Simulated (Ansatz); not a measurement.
Wanted: the native input for an Ansatz 0.2.0 run.

```
Task                : single point
Functional          : PBE
Potentials or basis : Ansatz PAW
Cutoff              : 420 eV (not typed: the program's choice for these potentials)
k mesh              : 8 × 8 × 8
Occupations         : gaussian, width 0.023 eV
Spin                : no spin polarisation
```

Crystal: GaAs.

```
As Ga
1.0
     0.00000    2.82685    2.82685
     2.82685    0.00000    2.82685
     2.82685    2.82685    0.00000
As Ga
1 1
Direct
  0.75000 0.75000 0.75000
  0.00000 0.00000 0.00000
```

One way to write it, as run:

input.yaml

```yaml
crystal:
  lattice:
    - [0.0, 2.82685, 2.82685]
    - [2.82685, 0.0, 2.82685]
    - [2.82685, 2.82685, 0.0]
  atoms:
    - { symbol: As, position: [0.75, 0.75, 0.75] }
    - { symbol: Ga, position: [0.0, 0.0, 0.0] }
hamiltonian:
  xc: pbe
  pseudopotentials: { kind: paw }
kpoints:
  mp_grid: { grid: [8, 8, 8] }
scf:
  occupations: { method: gaussian, width: 0.023 }
output:
  forces: true
  stress: true
  eigenvalues: true
  write_density: true
  write_potential: true
  elf: true
  volumetric_format: npy
```

Potentials or basis: Ansatz PAW.

Command:

```bash
$ ansatz run input.yaml --threads 2 --pin off --max-ram 5632MiB --backend cpu --events-out ev --progress --plain --runs-dir out
```

Results of the run:

| Item | Value |
| --- | --- |
| Pressure | 3.3 GPa |
| Band gap on the k mesh | 0.52 eV, direct |

It took 5.7 s on 2 threads of Intel(R) Xeon(R) Processor @ 2.50GHz (Skylake/Cascade Lake) (shared host), peak memory 0.36 GiB.
